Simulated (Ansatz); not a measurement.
# HfO$_{2}$: short dynamics, then relaxation

A packing of 15 atoms, thrown in at random and pushed apart as soft spheres with like charges further apart (5 Hf, 10 O) went through Langevin stages in a fixed cell of 12.16 Å³/atom, at one k point, without spin and with a Fermi–Dirac width of kT (0.05 eV at least). These are results of Ansatz 0.2.0, DFT PBE, scalar-relativistic, plane waves, PAW, not measurements.

```json
{"thermostat (K)": "3000", "duration (fs)": "48", "friction (1/fs)": "0.030", "cutoff (eV)": "320", "mean T (K)": "3420", "mean P (GPa)": "26.3", "mean square displacement (Å²)": "0.27"}
{"thermostat (K)": "3000", "duration (fs)": "800", "friction (1/fs)": "0.005", "cutoff (eV)": "420", "mean T (K)": "2705", "mean P (GPa)": "24.4", "mean square displacement (Å²)": "1.51"}
{"thermostat (K)": "2160", "duration (fs)": "480", "friction (1/fs)": "0.005", "cutoff (eV)": "420", "mean T (K)": "2654", "mean P (GPa)": "18.6", "mean square displacement (Å²)": "0.43"}
{"thermostat (K)": "1200", "duration (fs)": "400", "friction (1/fs)": "0.015", "cutoff (eV)": "420", "mean T (K)": "1284", "mean P (GPa)": "22.7", "mean square displacement (Å²)": "0.56"}
{"thermostat (K)": "300", "duration (fs)": "200", "friction (1/fs)": "0.015", "cutoff (eV)": "420", "mean T (K)": "411", "mean P (GPa)": "23.6", "mean square displacement (Å²)": "0.09"}
```

Means run over the second half of a stage; pressure includes the kinetic part; displacements count from the stage's start, the atoms' common shift taken off. In so short a run the atoms moved about a bond length or less in the hot stages, so this is an annealed packing, not a quenched equilibrium liquid.

Cell and atoms were then relaxed on coarser meshes and computed once more: Plane waves to 420 eV, a k mesh through Γ of 4×4×4 on the computed 15-atom cell and Gaussian smearing (0.02 eV); no spin polarisation.

What structure is left?

One draw of many: 13.96 Å³/atom with a gap on the mesh of 4.01 eV, 3.32 eV/atom below the elements' standard states (static lattices, no corrections for gases) (a packing that fell into a crystal (C2 at 0.1 Å)).

Counting as bonded all pairs within 1.2 times the summed covalent radii, but none from a metal cation to another cation:

```
atom → neighbour mean count mean length (Å) spread (Å)
          Hf → O        6.20             2.14        0.16
          O → Hf        3.10             2.14        0.16
```

Angles between all pairs of such bonds at an atom (mean ± spread): 103 ± 30° at Hf, 115 ± 24° at O.

```yaml
crystal:
  lattice:
    - [6.65946, 0.67216, -0.64640]
    - [0.63980, 5.67260, -0.16974]
    - [-0.66301, -0.18557, 5.67275]
  atoms:
    - { symbol: Hf, position: [0.87044, 0.75759, 0.24553] }
    - { symbol: Hf, position: [0.84140, 0.20025, 0.83933] }
    - { symbol: Hf, position: [0.30795, 0.35413, 0.64871] }
    - { symbol: Hf, position: [0.33600, 0.94869, 0.09036] }
    - { symbol: Hf, position: [0.58873, 0.75489, 0.64512] }
    - { symbol: O, position: [0.08909, 0.49994, 0.39101] }
    - { symbol: O, position: [0.15531, 0.22144, 0.86024] }
    - { symbol: O, position: [0.35853, 0.03543, 0.45861] }
    - { symbol: O, position: [0.81855, 0.56842, 0.92648] }
    - { symbol: O, position: [0.02189, 0.96970, 0.11184] }
    - { symbol: O, position: [0.58802, 0.05678, 0.94570] }
    - { symbol: O, position: [0.58678, 0.69959, 0.27718] }
    - { symbol: O, position: [0.59103, 0.38684, 0.58947] }
    - { symbol: O, position: [0.83109, 0.92883, 0.58625] }
    - { symbol: O, position: [0.34668, 0.69533, 0.81953] }
```

Spin-orbit coupling is left out, which matters for the bands of heavy elements.

This form isn't the usual stable structure of the compound.

Cost: 6 runs of about 31 core-minutes in all (earlier runs that led there not counted), on Intel Xeon Processor @ 2.70GHz (shared hosts).